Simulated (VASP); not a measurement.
# Rh (Fm-3m) in VASP: notebook

The runs below take Rh through single point, with PBE.

Program: VASP 6.6.1. These are calculated values, not measurements. Logs are shortened: lines on timing, memory, paths and dates and some standing lists are left out, and cuts for length are marked.

**1. Starting point**

It takes space group Fm-3m (No. 225, cubic). Conventional cell: a = 3.803 Å, b = 3.803 Å, c = 3.803 Å, α = 90.00°, β = 90.00°, γ = 90.00°. Rh (site symmetry m-3m) has 12 Rh at 2.69 Å as nearest neighbours.

**2. Single point, PBE**

Input file INCAR:

```
SYSTEM = Rh
PREC     = Accurate       ! precision mode
ENCUT    = 520            ! plane-wave cutoff, eV
EDIFF    = 1E-7           ! SCF threshold, eV
ISMEAR   = -1             ! smearing method
SIGMA    = 0.1            ! smearing width, eV
LREAL    = .False.        ! projectors in reciprocal space
LASPH    = .True.         ! aspherical terms in the spheres
NELM     = 100            ! most SCF steps
ALGO     = Normal         ! electronic algorithm
ISIF     = 2              ! what is computed and relaxed
LWAVE    = .False.        ! write WAVECAR
LCHARG   = .False.        ! write CHGCAR
GGA      = PE             ! functional
NBANDS   = 14             ! bands
```

Input file KPOINTS:

```
Automatic mesh
0
Gamma
  24 24 24
  0 0 0
```

Input file POSCAR:

```
Rh
1.0
    0.0000000000      1.9015000000      1.9015000000
    1.9015000000      0.0000000000      1.9015000000
    1.9015000000      1.9015000000      0.0000000000
Rh
1
Direct
    0.0000000000      0.0000000000      0.0000000000
```

Potentials or basis: VASP PAW PBE potentials, release 64 (Rh_pv).

On the command line:

```bash
$ cat potpaw_PBE.64/Rh_pv/POTCAR > POTCAR
$ mpirun -np 1 vasp_std > vasp.out
```

OUTCAR:

```text
SYSTEM = Rh
   PREC = Accurate
   ENCUT = 520
   EDIFF = 1E-7
   ISMEAR = -1
   LREAL = .False.
   LASPH = .True.
   NELM = 100
   ISIF = 2
   GGA = PE

 ion  position               nearest neighbor table
   1  0.000  0.000  0.000-

  LATTYP: Found a face centered cubic cell.
 ALAT       =     3.8030000000

  Lattice vectors:

 A1 = (   0.0000000000,   1.9015000000,   1.9015000000)
 A2 = (   1.9015000000,   0.0000000000,   1.9015000000)
 A3 = (   1.9015000000,   1.9015000000,   0.0000000000)

Analysis of symmetry for initial positions (statically):
=====================================================================
 Subroutine PRICEL returns:
 Original cell was already a primitive cell.

 Routine SETGRP: Setting up the symmetry group for a
 face centered cubic supercell.

 Subroutine GETGRP returns: Found 48 space group operations
 (whereof 48 operations were pure point group operations)
 out of a pool of 48 trial point group operations.

The static configuration has the point symmetry O_h .

Analysis of symmetry for dynamics (positions and initial velocities):
=====================================================================
 Subroutine PRICEL returns:
 Original cell was already a primitive cell.

 Routine SETGRP: Setting up the symmetry group for a
 face centered cubic supercell.

 Subroutine GETGRP returns: Found 48 space group operations
 (whereof 48 operations were pure point group operations)
 out of a pool of 48 trial point group operations.

The dynamic configuration has the point symmetry O_h .

 Subroutine INISYM returns: Found 48 space group operations
 (whereof 48 operations are pure point group operations),
 and found     1 'primitive' translations

----------------------------------------------------------------------------------------

                                     Primitive cell

  volume of cell :      13.7505

  direct lattice vectors                    reciprocal lattice vectors
     0.000000000  1.901500000  1.901500000    -0.262950302  0.262950302  0.262950302
     1.901500000  0.000000000  1.901500000     0.262950302 -0.262950302  0.262950302
     1.901500000  1.901500000  0.000000000     0.262950302  0.262950302 -0.262950302

  length of vectors
     2.689127089  2.689127089  2.689127089     0.455443284  0.455443284  0.455443284

  position of ions in fractional coordinates (direct lattice)
     0.000000000  0.000000000  0.000000000

  ion indices of the primitive-cell ions
   primitive index   ion index
                 1           1

----------------------------------------------------------------------------------------

 KPOINTS: Automatic mesh

Automatic generation of k-mesh.
 Grid dimensions read from file:
 generate k-points for:   24   24   24

 Generating k-lattice:

  Cartesian coordinates                     Fractional coordinates (reciprocal lattice)
    -0.010956263  0.010956263  0.010956263     0.041666667  0.000000000  0.000000000
     0.010956263 -0.010956263  0.010956263     0.000000000  0.041666667  0.000000000
     0.010956263  0.010956263 -0.010956263     0.000000000  0.000000000  0.041666667

  Length of vectors
     0.018976803  0.018976803  0.018976803

  Shift w.r.t. Gamma in fractional coordinates (k-lattice)
     0.000000000  0.000000000  0.000000000

 Subroutine IBZKPT returns following result:
 ===========================================

 Found    413 irreducible k-points:

 Following reciprocal coordinates:
            Coordinates               Weight
  0.000000  0.000000  0.000000      1.000000
  0.041667  0.000000  0.000000      8.000000
  0.083333  0.000000  0.000000      8.000000
  0.125000  0.000000  0.000000      8.000000
  0.166667  0.000000  0.000000      8.000000
  0.208333  0.000000  0.000000      8.000000
[... 16 lines left out ...]
  0.416667  0.041667  0.000000     24.000000
  0.458333  0.041667  0.000000     24.000000
 [... further k-points ...]
   k-points           NKPTS =    413   k-points in BZ     NKDIM =    413   number of bands    NBANDS=     14
   number of dos      NEDOS =    301   number of ions     NIONS =      1
   total plane-waves  NPLWV =   8000
   dimension x,y,z NGX =    20 NGY =   20 NGZ =   20
   dimension x,y,z NGXF=    40 NGYF=   40 NGZF=   40
   ions per type =               1
   NGX,Y,Z   is equivalent  to a cutoff of  12.36, 12.36, 12.36 a.u.
   NGXF,Y,Z  is equivalent  to a cutoff of  24.73, 24.73, 24.73 a.u.
 SYSTEM =  Rh
   PREC   = accura    normal or accurate (medium, high low for compatibility)
   ISTART =      0    job   : 0-new  1-cont  2-samecut
   ICHARG =      2    charge: 1-file 2-atom 10-const
   ISPIN  =      1    spin polarized calculation?
   LNONCOLLINEAR =      F non collinear calculations
   LSORBIT =      F    spin-orbit coupling
   LASPH  =      T    aspherical Exc in radial PAW
   ENCUT  =  520.0 eV  38.22 Ry    6.18 a.u.   5.00  5.00  5.00*2*pi/ulx,y,z
   NELM   =    100;   NELMIN=  2; NELMDL= -5     # of ELM steps
   EDIFF  = 0.1E-06   stopping-criterion for ELM
   LREAL  =      F    real-space projection
   EDIFFG = 0.1E-05   stopping-criterion for IOM
   NSW    =      0    number of steps for IOM
   IBRION =     -1    ionic relax: 0-MD 1-quasi-New 2-CG
   NFREE  =      0    steps in history (QN), initial steepest desc. (CG)
   ISIF   =      2    stress and relaxation
   ISYM   =      2    0-nonsym 1-usesym 2-fastsym
   POTIM  = 0.5000    time-step for ionic-motion
   TEBEG  =    0.0;   TEEND  =   0.0 temperature during run
   PSTRESS=    0.0 pullay stress
   NELECT =      15.0000    total number of electrons
   NUPDOWN=      -1.0000    fix difference up-down
   EMIN   =  10.00;   EMAX   =-10.00  energy-range for DOS
   EFERMI =   0.00;   METHOD = LEGACY
   ISMEAR =    -1;   SIGMA  =   0.10  broadening in eV -4-tet -1-fermi 0-gaus
   EFERMI_NEDOS =   21; number of points for ismear=-14 and -15
   IALGO  =     38    algorithm
   IMIX   =      4    mixing-type and parameters
     AMIX     =   0.40;   BMIX     =  1.00
     AMIX_MAG =   1.60;   BMIX_MAG =  1.00
  volume/ion in A,a.u.               =      13.75        92.79
  Fermi-wavevector in a.u.,A,eV,Ry     =   1.685255  3.184670 38.641688  2.840084
  Thomas-Fermi vector in A             =   2.768131
   LORBIT       =      0    0 simple, 1 ext, 2 COOP (PROOUT), +10 PAW based schemes
   GGA     = PE    functional components
[... 5 lines left out ...]
 non-spin polarized calculation
  energy-cutoff  :      520.00
  volume of cell :       13.75
 maximum number of plane-waves:       380
   NGX =  9   NGY =  9   NGZ =  9

 number of electron      15.0000007 magnetization

 Free energy of the ion-electron system (eV)
  ---------------------------------------------------
  ext. energy  EPLUGINS =         0.00000000
  ---------------------------------------------------
  free energy    TOTEN  =        -7.27489291 eV

  energy without entropy =       -7.23059518  energy(sigma->0) =       -7.25274405

 E-fermi :  11.8905     XC(G=0): -14.0309

 val. band max:       11.8877409879   @ k =  -0.3750   0.2500   0.0000
 cond. band min:      11.9002363498   @ k =   0.4167   0.0833   0.0417
 fundamental gap:      0.0124953619
 Fermi energy:        11.8905463494

 k-point     1 :       0.0000    0.0000    0.0000
  band No.  band energies     occupation
      1     -34.4773      2.00000
      2     -34.4773      2.00000
      3     -34.4773      2.00000
      4       3.9435      2.00000
      5       8.8252      2.00000
      6       8.8252      2.00000
      7       8.8252      2.00000
      8      10.9099      1.99989
      9      10.9099      1.99989
     10      27.8982      0.00000
     11      32.4337      0.00000
     12      33.3576      0.00000
     13      33.3576      0.00000
     14      33.3576      0.00000

 k-point     2 :       0.0417    0.0000    0.0000
  band No.  band energies     occupation
      1     -34.4902      2.00000
      2     -34.4790      2.00000
      3     -34.4790      2.00000
      4       4.0140      2.00000
      5       8.7934      2.00000
      6       8.8531      2.00000
      7       8.8531      2.00000
      8      10.8940      1.99991
      9      10.8940      1.99991
     10      28.0013      0.00000
     11      32.4330      0.00000
     12      32.9402      0.00000
     13      33.4604      0.00000
     14      33.4604      0.00000

 k-point     3 :       0.0833    0.0000    0.0000
  band No.  band energies     occupation
      1     -34.5280      2.00000
      2     -34.4841      2.00000
      3     -34.4841      2.00000
      4       4.2204      2.00000
      5       8.7067      2.00000
      6       8.9309      2.00000
      7       8.9309      2.00000
      8      10.8532      1.99994
      9      10.8532      1.99994
     10      28.2923      0.00000
     11      31.9654      0.00000
     12      32.4359      0.00000
     13      33.7629      0.00000
     14      33.7629      0.00000
[... 324 lines left out ...]
 k-point    23 :       0.4167    0.0417    0.0000
  band No.  band energies     occupation
      1     -35.1416      2.00000
      2     -34.5768      2.00000
      3     -34.5730      2.00000
      4       5.9192      2.00000
      5       8.7894      2.00000
      6       8.9040      2.00000
      7      10.9497      1.99984
      8      12.2805      0.03969
      9      12.5030      0.00437
     10      22.1664      0.00000
     11      27.9179      0.00000
     12      32.4338      0.00000
     13      33.5332      0.00000
     14      34.1407      0.00000

 k-point    24 :       0.4583    0.0417    0.0000
  band No.  band energies     occupation
      1     -35.1838      2.00000
      2     -34.5812      2.00000
      3     -34.5808      2.00000
      4       5.8660      2.00000
      5       8.7255      2.00000
      6       8.8339      2.00000
      7      11.4765      1.96866
      8      12.4342      0.00868
      9      13.0207      0.00002
     10      21.1286      0.00000
     11      27.6326      0.00000
     12      32.4336      0.00000
     13      33.1700      0.00000
     14      33.4542      0.00000

 [... further k-points ...]
[... 5 lines left out ...]
  --------------------------------------------------------------------------------------
  -------------------------------------------------------------------------------------
  Total        0.5311521      0.5311521      0.5311521      0.0000000      0.0000000      0.0000000
  in kB       61.8885776     61.8885776     61.8885776      0.0000000      0.0000000      0.0000000
  external PRESSURE =      61.8885776 kB  Pullay stress =       0.0000000 kB

 VOLUME and BASIS-vectors are now :
 -----------------------------------------------------------------------------
  energy-cutoff  :      520.00
  volume of cell :       13.75
      direct lattice vectors                 reciprocal lattice vectors
     0.000000000  1.901500000  1.901500000    -0.262950302  0.262950302  0.262950302
     1.901500000  0.000000000  1.901500000     0.262950302 -0.262950302  0.262950302
     1.901500000  1.901500000  0.000000000     0.262950302  0.262950302 -0.262950302

 POSITION                                       TOTAL-FORCE (eV/Angst)
 -----------------------------------------------------------------------------------
      0.00000      0.00000      0.00000        -0.000000      0.000000      0.000000
 -----------------------------------------------------------------------------------
    total drift:                                0.000000      0.000000      0.000000

  FREE ENERGIE OF THE ION-ELECTRON SYSTEM (eV)
  ---------------------------------------------------
  free  energy   TOTEN  =        -7.2748929059 eV

  energy  without entropy=       -7.2305951844  energy(sigma->0) =       -7.25274405
```

Wall time 23 s (1 thread of Intel Xeon 6975P-C (Granite Rapids), shared host); peak memory 0.18 GiB.

What came out:

* Free energy: -7.2749 eV
* Pressure: 6.2 GPa
* Band gap on the k mesh: none (metal or under the smearing width)

**3. Single point, PBE**

INCAR is that of step 2.

Input file KPOINTS:

```
Automatic mesh
0
Gamma
  36 36 36
  0 0 0
```

POSCAR is that of step 2.

Potentials or basis: VASP PAW PBE potentials, release 64 (Rh_pv).

On the command line:

```bash
$ cat potpaw_PBE.64/Rh_pv/POTCAR > POTCAR
$ mpirun -np 1 vasp_std > vasp.out
```

It took 68 s on 1 thread of Intel Xeon 6975P-C (Granite Rapids), shared host; peak memory 0.31 GiB.

It converged, with:

```yaml
Free_energy: -7.2749 eV
Pressure: 6.2 GPa
Band_gap_on_the_k_mesh: none (metal or under the smearing width)
```

Levels at points of the mesh, in eV from the Fermi level:
| k point | band 5 | band 6 | band 7 | band 8 | band 9 | band 10 |
| --- | --- | --- | --- | --- | --- | --- |
| (0.00, 0.00, 0.00) | -3.07 | -3.07 | -3.07 | -0.98 | -0.98 | 16.01 |
| (0.50, 0.00, 0.00) | -3.14 | -3.14 | 0.58 | 0.58 | 0.74 | 8.65 |
| (0.50, 0.50, 0.00) | -5.93 | 0.55 | 1.00 | 1.00 | 3.27 | 12.28 |
